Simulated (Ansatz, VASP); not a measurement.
# Sc: VASP beside Ansatz

```
Sc
1.0
    -1.81564    1.81564    1.81564
     1.81564   -1.81564    1.81564
     1.81564    1.81564   -1.81564
Sc
1
Direct
  0.00000 0.00000 0.00000
```

Alike in both runs: functional PBEsol; k mesh 12 × 12 × 12; occupations fermi-dirac, width 0.1 eV; no spin polarisation.

Ansatz relaxed the structure, and its values are those at the end. VASP's run is a single point on that final structure, the one shown.

|  | VASP | Ansatz |
| --- | --- | --- |
| version | VASP 6.6.1 | Ansatz 0.2.0 |
| potentials or method | VASP PAW PBE potentials, release 64 (Sc_sv) | plane waves (420 eV) with PAW, scalar-relativistic |
| plane-wave cutoff (eV) | 520 | 420 |
| valence electrons in the cell | 11 | 11 |

```tsv
	VASP	Ansatz	Ansatz less VASP
pressure (GPa)	0.0	0.0	-0.02
```

The functional is the same, so the differences come from potentials, cutoffs and numerics. Ansatz warned: «pseudo_functional_mismatch».

Caveats: the PAW data sets were made with another functional, which shifts forces and pressure a little (VASP).
